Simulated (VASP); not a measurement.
# InP (F-43m) in VASP: elastic constants with LDA

Aim: the elastic constants of InP with LDA.

Everything below comes from runs of VASP 6.6.1. Logs are shortened: lines on timing, memory, paths and dates and some standing lists are left out, and cuts for length are marked.

**1. The structure**

Symmetry: F-43m, No. 216, cubic system. The conventional cell has a = 5.827 Å, b = 5.827 Å, c = 5.827 Å, α = 90.00°, β = 90.00°, γ = 90.00°. Around In (site symmetry -43m) lie 4 P at 2.52 Å. P (site symmetry -43m) has 4 In at 2.52 Å as nearest neighbours.

**2. Elastic constants, LDA**

INCAR

```
SYSTEM = InP
PREC = Accurate ; ENCUT = 600
EDIFF = 1E-8 ; ISMEAR = 0
SIGMA = 0.01 ; LREAL = .False.
LASPH = .True. ; NELM = 100
ALGO = Fast ; ISIF = 3
LWAVE = .False. ; LCHARG = .False.
IBRION = 6 ; NFREE = 2
POTIM = 0.015 ; NSW = 1
```

KPOINTS

```
Automatic mesh
0
Gamma
  10 10 10
  0 0 0
```

POSCAR

```
InP
1.0
    0.0000000000      2.9135472027      2.9135472027
    2.9135472027      0.0000000000      2.9135472027
    2.9135472027      2.9135472027      0.0000000000
In P
1 1
Direct
    0.0000000000      0.0000000000      0.0000000000
    0.2500000000      0.2500000000      0.2500000000
```

Potentials or basis: VASP PAW LDA potentials, release 64 (In_d, P).

Command:

```
cat potpaw_LDA.64/In_d/POTCAR potpaw_LDA.64/P/POTCAR > POTCAR
mpirun -np 1 vasp_std > vasp.out
```

OUTCAR:

```text
SYSTEM = InP
   PREC = Accurate
   ENCUT = 600
   EDIFF = 1E-8
   ISMEAR = 0
   LREAL = .False.
   LASPH = .True.
   NELM = 100
   ISIF = 3
   IBRION = 6
   NFREE = 2
   POTIM = 0.015
   NSW = 1

 ion  position               nearest neighbor table
   1  0.000  0.000  0.000-   2 2.52   2 2.52   2 2.52   2 2.52
   2  0.250  0.250  0.250-   1 2.52   1 2.52   1 2.52   1 2.52

  LATTYP: Found a face centered cubic cell.
 ALAT       =     5.8270944054

  Lattice vectors:

 A1 = (   0.0000000000,   2.9135472027,   2.9135472027)
 A2 = (   2.9135472027,   0.0000000000,   2.9135472027)
 A3 = (   2.9135472027,   2.9135472027,   0.0000000000)

Analysis of symmetry for initial positions (statically):
=====================================================================
 Subroutine PRICEL returns:
 Original cell was already a primitive cell.

 Routine SETGRP: Setting up the symmetry group for a
 face centered cubic supercell.

 Subroutine GETGRP returns: Found 24 space group operations
 (whereof 24 operations were pure point group operations)
 out of a pool of 48 trial point group operations.

The static configuration has the point symmetry T_d .

Analysis of symmetry for dynamics (positions and initial velocities):
=====================================================================
 Subroutine PRICEL returns:
 Original cell was already a primitive cell.

 Routine SETGRP: Setting up the symmetry group for a
 face centered cubic supercell.

 Subroutine GETGRP returns: Found 24 space group operations
 (whereof 24 operations were pure point group operations)
 out of a pool of 48 trial point group operations.

The dynamic configuration has the point symmetry T_d .

 Subroutine INISYM returns: Found 24 space group operations
[... 720 lines left out ...]
      2      -8.9392      2.00000
      3      -8.9358      2.00000
      4      -8.8972      2.00000
      5      -8.8294      2.00000
      6      -4.7206      2.00000
      7       0.3252      2.00000
      8       2.9256      2.00000
      9       3.1941      2.00000
     10       7.2834      0.00000
     11       8.1251      0.00000
     12      11.9831      0.00000
     13      12.6648      0.00000

 [... further k-points ...]

------------------------ aborting loop because EDIFF is reached ----------------------------------------

  FORCE on cell =-STRESS in cart. coord.  units (eV):
  Direction    XX          YY          ZZ          XY          YZ          ZX
  --------------------------------------------------------------------------------------
  -------------------------------------------------------------------------------------
  Total        0.0160940      0.0187590      0.0187590      0.0000000      0.1250861      0.0000000
  in kB        0.5212893      0.6076082      0.6076082      0.0000000      4.0515710      0.0000000
  external PRESSURE =       0.5788352 kB  Pullay stress =       0.0000000 kB
[... 17 lines left out ...]
  FREE ENERGIE OF THE ION-ELECTRON SYSTEM (eV)
  ---------------------------------------------------
  free  energy   TOTEN  =        -9.6733913597 eV

  energy  without entropy=       -9.6733913597  energy(sigma->0) =       -9.67339136

 INTERNAL STRAIN TENSORS FROM STRAINED CELLS
 ============================================

 INTERNAL STRAIN TENSOR FOR ION    1 for displacements in x,y,z  (eV/Angst):
          X           Y           Z          XY          YZ          ZX
  --------------------------------------------------------------------------------
  x     0.00000     0.00000     0.00000    -0.00000     8.33982     0.00000
  y     0.00000     0.00000     0.00000    -0.00000     0.00000     8.33874
  z     0.00000     0.00000     0.00000     8.33964     0.00000     0.00000

 INTERNAL STRAIN TENSORS FROM DISPLACED ATOMS
 ============================================

 INTERNAL STRAIN TENSOR FOR ION    1 for displacements in x,y,z  (eV/Angst):
          X           Y           Z          XY          YZ          ZX
  --------------------------------------------------------------------------------
  x     0.00000     0.00000     0.00000     0.00000     8.33432     0.00000
  y    -0.00000     0.00000    -0.00000     0.00000     0.00000     8.33432
  z     0.00000     0.00000     0.00000     8.33432     0.00000     0.00000

 INTERNAL STRAIN TENSOR FOR ION    2 for displacements in x,y,z  (eV/Angst):
          X           Y           Z          XY          YZ          ZX
  --------------------------------------------------------------------------------
  x    -0.00000     0.00000     0.00000     0.00000    -8.35632     0.00000
  y     0.00000    -0.00000     0.00000     0.00000     0.00000    -8.35632
  z     0.00000     0.00000    -0.00000    -8.35632     0.00000     0.00000

 Eigenvectors and eigenvalues of the dynamical matrix
 ----------------------------------------------------

   1 f  =    9.080200 THz    57.052579 2PiTHz  302.882866 cm-1    37.552672 meV
             X         Y         Z           dx          dy          dz
      0.000000  0.000000  0.000000    -0.258286    0.374132   -0.076721
      1.456774  1.456774  1.456774     0.497110   -0.720073    0.147662
[... 21 lines left out ...]
   6 f/i=    0.001359 THz     0.008539 2PiTHz    0.045330 cm-1     0.005620 meV
             X         Y         Z           dx          dy          dz
      0.000000  0.000000  0.000000     0.034952   -0.471727   -0.750786
      1.456774  1.456774  1.456774     0.018160   -0.245098   -0.390090

--------------------------------------------------------------------------------------------------------

 ELASTIC MODULI CONTR FROM IONIC RELAXATION (kBar)
 Direction    XX          YY          ZZ          XY          YZ          ZX
 --------------------------------------------------------------------------------
 XX          -0.0000     -0.0000     -0.0000     -0.0000     -0.0000      0.0000
 YY          -0.0000     -0.0000     -0.0000     -0.0000     -0.0000     -0.0000
 ZZ          -0.0000     -0.0000     -0.0000     -0.0000     -0.0000      0.0000
 XY          -0.0000     -0.0000     -0.0000   -274.0592      0.0000      0.0000
 YZ          -0.0000     -0.0000     -0.0000      0.0000   -274.0592      0.0000
 ZX           0.0000     -0.0000      0.0000      0.0000      0.0000   -274.0592
 --------------------------------------------------------------------------------

 TOTAL ELASTIC MODULI (kBar)
 Direction    XX          YY          ZZ          XY          YZ          ZX
 --------------------------------------------------------------------------------
 XX        1008.4975    567.9616    567.9616     -0.0000     -0.0000      0.0000
 YY         567.9616   1008.4975    567.9616     -0.0000     -0.0000     -0.0000
 ZZ         567.9616    567.9616   1008.4975     -0.0000     -0.0000      0.0000
 XY          -0.0000     -0.0000     -0.0000    456.7711      0.0000      0.0000
 YZ          -0.0000     -0.0000     -0.0000      0.0000    456.7711      0.0000
 ZX           0.0000     -0.0000      0.0000      0.0000      0.0000    456.7711
 --------------------------------------------------------------------------------
```

OSZICAR:

```text
N       E                     dE             d eps       ncg     rms          rms(c)
DAV:   1     0.118672767403E+03    0.11867E+03   -0.93942E+03  1237   0.173E+03
DAV:   2    -0.852503657675E+00   -0.11953E+03   -0.11559E+03  1262   0.356E+02
DAV:   3    -0.984702793155E+01   -0.89945E+01   -0.89290E+01  1592   0.974E+01
[... 276 lines left out ...]
RMM:   5    -0.967338943723E+01   -0.18455E-05   -0.10191E-04  5577   0.842E-02    0.672E-03
RMM:   6    -0.967339114743E+01   -0.17102E-05   -0.20810E-05  5508   0.313E-02    0.783E-03
RMM:   7    -0.967339132681E+01   -0.17938E-06   -0.33658E-06  5042   0.121E-02    0.569E-03
RMM:   8    -0.967339136554E+01   -0.38735E-07   -0.48224E-07  4369   0.456E-03    0.395E-03
RMM:   9    -0.967339135601E+01    0.95372E-08   -0.13218E-07  3980   0.258E-03    0.199E-03
RMM:  10    -0.967339135965E+01   -0.36455E-08   -0.45213E-08  3900   0.157E-03
  17 F= -.96733914E+01 E0= -.96733914E+01  d E =-.750975E-41
```

stdout:

```text
POSCAR found type information on POSCAR InP
 POSCAR found :  2 types and       2 ions
 scaLAPACK will be used
 LDA part: xc-table for (Slater(with rela. corr.)+CA(PZ))
 , standard interpolation
 POSCAR, INCAR and KPOINTS ok, starting setup
 FFT: planning ... GRIDC
 FFT: planning ... GRID_SOFT
 FFT: planning ... GRID
 WAVECAR not read
 entering main loop
 Found     2 degrees of freedom:
 Adding 6 more for cell shape distortion
 Finite differences POTIM= 0.01500 DOF=   8
 bond charge predicted
 Finite differences progress:
 bond charge predicted
 Finite differences progress:
 bond charge predicted
 Finite differences progress:
 bond charge predicted
 Finite differences progress:
 bond charge predicted
 Finite differences progress:
 bond charge predicted
 Finite differences progress:
 bond charge predicted
 Finite differences progress:
 bond charge predicted
WARNING in EDDRMM: call to ZHEGV failed, returncode =   8  4      9
 Finite differences progress:
 bond charge predicted
 Finite differences progress:
 bond charge predicted
 Finite differences progress:
 bond charge predicted
 Finite differences progress:
 bond charge predicted
 Finite differences progress:
 bond charge predicted
 Finite differences progress:
 bond charge predicted
 Finite differences progress:
 bond charge predicted
 Finite differences progress:
 bond charge predicted
 Finite differences progress:
```

Run time: 18 min. Hardware: 1 thread of Intel Xeon 6975P-C (Granite Rapids), shared host; peak memory 0.49 GiB.

What came out:

* Elastic constants C11, C12, C44: 101, 57, 46 GPa
* Voigt bulk modulus: 71 GPa
* Highest phonon frequency at Γ, LO-TO splitting left out: 303 cm⁻¹

Phonon frequencies in cm⁻¹ (negative: imaginary):
| q point | frequencies |
| --- | --- |
| (0.000, 0.000, 0.000) | 0 0 0 303 303 303 |

Elastic tensor in Voigt notation (GPa, in the Cartesian axes of the cell as first typed):
```
101  57  57   0   0   0
 57 101  57   0   0   0
 57  57 101   0   0   0
  0   0   0  46   0   0
  0   0   0   0  46   0
  0   0   0   0   0  46
```

Clamped-ion elastic tensor (GPa):
```
101  57  57   0   0   0
 57 101  57   0   0   0
 57  57 101   0   0   0
  0   0   0  73   0   0
  0   0   0   0  73   0
  0   0   0   0   0  73
```
